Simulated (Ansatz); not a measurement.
The system is MoS2, a slab with vacuum.

```xyz
12
Lattice="3.1837 0.0000 0.0000 -1.5919 2.7572 0.0000 0.0000 0.0000 34.4792" Properties=species:S:1:pos:R:3 pbc="T T T"
Mo    0.0000    1.8381    3.2257
Mo    0.0000    1.8381   24.8562
Mo    1.5919    0.9191    9.6231
Mo    1.5919    0.9191   31.2535
S     1.5919    0.9191    1.6738
S     1.5919    0.9191   23.3049
S     0.0000    1.8381    8.0712
S     0.0000    1.8381   29.7015
S     1.5919    0.9191    4.7777
S     1.5919    0.9191   26.4080
S     0.0000    1.8381   11.1743
S     0.0000    1.8381   32.8054
```

Base run:

| Item | Value |
| --- | --- |
| Program | Ansatz 0.2.0 |
| Functional | r2SCAN |
| Potentials or basis | Ansatz PAW |
| Cutoff | 500 eV (not typed: the program's choice for these potentials) |
| k mesh | 10 × 10 × 1 |
| Occupations | fermi-dirac, width 0.05 eV |
| Spin | no spin polarisation |

Its results: band gap on the k mesh 1.31 eV, indirect (least direct gap 1.98 eV); largest force 0.020 eV/Å.

Question: The run is repeated on the same cell with these changes: functional from r2SCAN to PBEsol; cutoff from 500 eV (not typed: the program's choice for these potentials) to 420 eV (not typed: the program's choice for these potentials). What comes out?

Answer: Band gap on the k mesh 1.22 eV, indirect (least direct gap 1.87 eV); largest force 0.147 eV/Å.

Caveats: the PAW data sets come from PBE, with cores solved anew for the run's functional, which leaves a small shift of forces and pressure; the density of states is complete only up to the lowest level of the last band computed.

A k mesh can miss the band edges.
